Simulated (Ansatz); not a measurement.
TiH:

```xyz
4
Lattice="2.8776 0.0000 0.0000 -1.4388 2.4921 0.0000 0.0000 0.0000 5.2633" Properties=species:S:1:pos:R:3 pbc="T T T"
Ti    0.0000    0.0000    2.6316
Ti    0.0000    0.0000    0.0000
H     0.0000    1.6614    1.3158
H     1.4388    0.8307    3.9475
```

The cell comes from a database or a generator and needn't be the stable form of this composition.

Base run:

```yaml
Program: Ansatz 0.2.0
Functional: PBEsol
Potentials_or_basis: Ansatz PAW
Cutoff: 420 eV
Density_cutoff: 1680 eV
k_mesh: 11 × 11 × 5
Occupations: gaussian, width 0.02 eV
Spin: no spin polarisation
```

Its results: band gap on the k mesh none (metal or under the smearing width); pressure -5.0 GPa.

Problem. The run is repeated on the same cell with these changes: functional from PBEsol to LDA. What comes out?

Solution. Band gap on the k mesh none (metal or under the smearing width); pressure -9.0 GPa.

LDA binds more tightly than PBEsol, so the same cell stands under less pressure.

Caveats: the PAW data sets come from PBE, with cores solved anew for the run's functional, which leaves a small shift of forces and pressure.

Not every run made on this cell is shown here.
